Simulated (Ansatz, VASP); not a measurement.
**One calculation of LiF, two programs**

The input INCAR:

```
ALGO = Normal ; EDIFF = 1E-7
ENCUT = 520 ; GGA = PE
ISIF = 2 ; ISMEAR = 0
LASPH = T ; LCHARG = F
LREAL = F ; LWAVE = F
NBANDS = 12 ; NELM = 60
PREC = Accurate ; SIGMA = 0.05
```

KPOINTS

```
k-points
0
Gamma
  10 10 10
```

File POSCAR:

```
LiF
1.0
    0.0000000000      2.0140000000      2.0140000000
    2.0140000000      0.0000000000      2.0140000000
    2.0140000000      2.0140000000      0.0000000000
Li F
1 1
Direct
   -0.0219434825      0.0000000000      0.0000000000
    0.5000000000      0.5000000000      0.5000000000
```

Input for Ansatz:

```yaml
crystal:
  lattice:
    - [0.0, 2.014, 2.014]
    - [2.014, 0.0, 2.014]
    - [2.014, 2.014, 0.0]
  atoms:
    - { symbol: Li, position: [-0.0219434825, 0.0, 0.0] }
    - { symbol: F, position: [0.5, 0.5, 0.5] }
basis:
  ecutwfc: 420
kpoints:
  mp_grid: { grid: [10, 10, 10] }
hamiltonian:
  xc: pbe
scf:
  occupations: { method: gaussian, width: 0.05 }
output:
  forces: true
  stress: true
  eigenvalues: true
```

Change from the starting cell: all Li atoms moved +0.062 Å, as atom 1 towards its neighbour atom 1 (Li) at 2.848 Å.

Alike in both runs: task single point; functional PBE; k mesh 10 × 10 × 10; occupations gaussian, width 0.05 eV; no spin polarisation.

|  | VASP | Ansatz |
| --- | --- | --- |
| version | VASP 6.6.1 | Ansatz 0.2.0 |
| potentials or method | VASP PAW PBE potentials, release 64 (Li_sv, F) | scalar-relativistic, plane waves, PAW |
| plane-wave cutoff (eV) | 520 | 420 |
| valence electrons in the cell | 10 | 10 |

VASP gave:

```
gap on the k mesh at the Fermi level (eV) : 9.08
least direct gap on the mesh (eV)         : 9.08
rms of the force components (eV/Å)        : 0.061
```

Which values does Ansatz return?

gap on the k mesh at the Fermi level (eV): 9.08; least direct gap on the mesh (eV): 9.08; rms of the force components (eV/Å): 0.058.

Atom by atom the forces differ by 0.003 eV/Å (rms over components).

 A k mesh can miss the band edges.
